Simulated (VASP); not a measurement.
The system is La2O.

```
CELL_PARAMETERS angstrom
4.67074 0.00000 0.00000
-2.33537 4.04498 0.00000
0.00000 0.00000 3.43714
ATOMIC_POSITIONS crystal
La 0.33333 0.66667 0.45000
La 0.66667 0.33333 0.55000
O 0.00000 0.00000 0.00000
```

The cell was built by a generator and needn't be a form met in nature.

The cell isn't the ideal one: species swapped into the LaHg2 type (P-3m1, No. 164).

```yaml
Program: VASP 6.6.1
Task: relaxation of cell and atoms
Functional: PBE
Potentials_or_basis: VASP PAW PBE potentials, release 64 (La, O)
Cutoff: 600 eV
k_mesh: 6 × 6 × 6
Occupations: gaussian, width 0.1 eV
Spin: no spin polarisation
```

At the start: pressure 4.6 GPa; volume 21.65 Å³/atom.

Where does the relaxation end?

Over 25 steps the energy falls by 1650.8 meV/atom and the volume is 23.56 Å³/atom (+8.8 %); space group P-3m1 (No. 164, to 0.05 Å).

The path:
```
step  energy change (eV)  largest force (eV/Å)  pressure (GPa)  volume (Å³)
   1              0.0000                1.5156            4.58        64.94
   2             -0.3834                0.6915           -4.62        70.50
   3             -0.4123                0.8898           -3.42        69.21
   4             -0.5440                0.9493           -0.82        65.49
   5             -0.5843                1.1097            3.33        61.49
   6             -0.6477                1.1936            4.14        60.75
   7             -0.8416                1.2818            6.92        58.58
   8             -1.1122                0.8222           14.00        54.38
   9             -1.2031                0.6654           13.85        54.34
  10             -1.4390                0.2661           13.51        54.21
  11             -1.6591                0.6236           15.88        53.87
  12             -1.8334                0.4772           13.11        55.22
  13             -2.2068                0.0879            5.85        59.39
  14             -2.5390                0.6147           -1.41        68.22
  15             -2.2162                1.5139           -8.84        88.00
  16             -2.5635                1.0241           -4.95        74.48
  17             -2.9607                1.1241           -5.78        75.39
  18             -4.0548                0.9453           -6.50        76.84
  19             -4.7433                0.2675           -4.47        74.74
  20             -4.8017                0.5204           -5.42        76.45
  21             -4.8510                0.4662           -5.21        76.17
  22             -4.9265                0.3997            2.79        68.77
  23             -4.9468                0.1003           -0.09        70.96
  24             -4.9512                0.0623           -0.04        70.81
  25             -4.9524                0.0343            0.00        70.68
```

Final structure:
```yaml
crystal:
  lattice:
    - [3.91676, 0.00000, 0.00000]
    - [-1.95838, 3.39202, 0.00000]
    - [0.00000, 0.00000, 5.32029]
  atoms:
    - { symbol: La, position: [0.33333, 0.66667, 0.22987] }
    - { symbol: La, position: [0.66667, 0.33333, 0.77013] }
    - { symbol: O, position: [0.00000, 0.00000, 0.00000] }
```
